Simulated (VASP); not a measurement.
Set up this calculation in VASP 6.6.1, as the native input.

```
Task                   : relaxation of cell and atoms
Functional             : PBEsol
Potentials or basis    : VASP PAW PBE potentials, release 64 (Na_pv, Cl)
Cutoff                 : 600 eV
k mesh                 : 8 × 8 × 8
Occupations            : gaussian, width 0.02 eV
Spin                   : no spin polarisation
Further INCAR settings : ALGO = Normal; EDIFF = 1e-07; IBRION = 2; EDIFFG = -0.005; NSW = 90; ISIF = 3
```

The structure of NaCl lies in POSCAR:

```
NaCl
1.0
    0.0000000000      2.8434500000      2.8434500000
    2.8434500000      0.0000000000      2.8434500000
    2.8434500000      2.8434500000      0.0000000000
Na Cl
1 1
Direct
    0.0000000000      0.0000000000      0.0000000000
    0.5000000000      0.5000000000      0.5000000000
```

The input as run:

INCAR

```
SYSTEM = NaCl
PREC = Accurate ; ENCUT = 600
EDIFF = 1E-7 ; ISMEAR = 0
SIGMA = 0.02 ; LREAL = .FALSE.
LASPH = .TRUE. ; NELM = 60
ALGO = Normal ; ISIF = 3
LWAVE = .FALSE. ; LCHARG = .FALSE.
GGA = PS ; IBRION = 2
NSW = 90 ; EDIFFG = -0.005
```

KPOINTS

```
Automatic mesh
0
G
  8 8 8
  0 0 0
```

Potentials or basis: VASP PAW PBE potentials, release 64 (Na_pv, Cl).

The run is started by

```console
$ cat potpaw_PBE.64/Na_pv/POTCAR potpaw_PBE.64/Cl/POTCAR > POTCAR
$ mpirun -np 1 vasp_std > vasp.out
```

Results of the run:

- Relaxed volume: 22.04 Å³/atom
- Relaxed cell: a = 3.965 Å, b = 3.965 Å, c = 3.965 Å, α = 60.00°, β = 60.00°, γ = 60.00°
- Space group after relaxing (to 0.05 Å): Fm-3m (No. 225)
- Energy gained by relaxing: 3.2 meV/atom
- Ionic steps: 3
- Pressure after relaxing: 0.0 GPa
- Band gap on the k mesh: 5.00 eV, direct

Caveat: the PAW data sets were made with another functional, which shifts forces and pressure a little.

Run time: 18 s on 1 thread of Intel(R) Xeon(R) Platinum 8559C (Emerald Rapids) (shared host), peak memory 0.17 GiB.
